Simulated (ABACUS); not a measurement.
The system is WC (Qusongite).

```
W C
1.0
     2.90650    0.00000    0.00000
    -1.45325    2.51710    0.00000
     0.00000    0.00000    2.83660
W C
1 1
Direct
  0.00000 0.00000 0.00000
  0.66667 0.33333 0.50000
```

Base run:

```yaml
Program: ABACUS 3.10.1
Functional: PBE
Potentials_or_basis: PseudoDojo NC SR 0.4.1 PBE standard
Cutoff: 1116 eV
Density_cutoff: 4463 eV
Basis: plane waves
k_mesh: 10 × 10 × 9
Occupations: fermi-dirac, width 0.05 eV
Spin: no spin polarisation
```

Its results: band gap on the k mesh none (metal or under the smearing width); pressure 5.7 GPa.

Problem. The run is repeated on the same cell with these changes: cutoff from 1116 eV to 1361 eV; density cutoff from 4463 eV to 5442 eV; basis from plane waves to DZP LCAO (the cutoffs set its grid). What comes out?

Solution. Band gap on the k mesh none (metal or under the smearing width); pressure 8.0 GPa.

Caveats: the atomic orbitals were generated for these runs and aren't a published set (some runs); the basis of atomic orbitals isn't converged, which shifts pressures, moduli and gaps (some runs).

Not every run made on this cell is shown here.
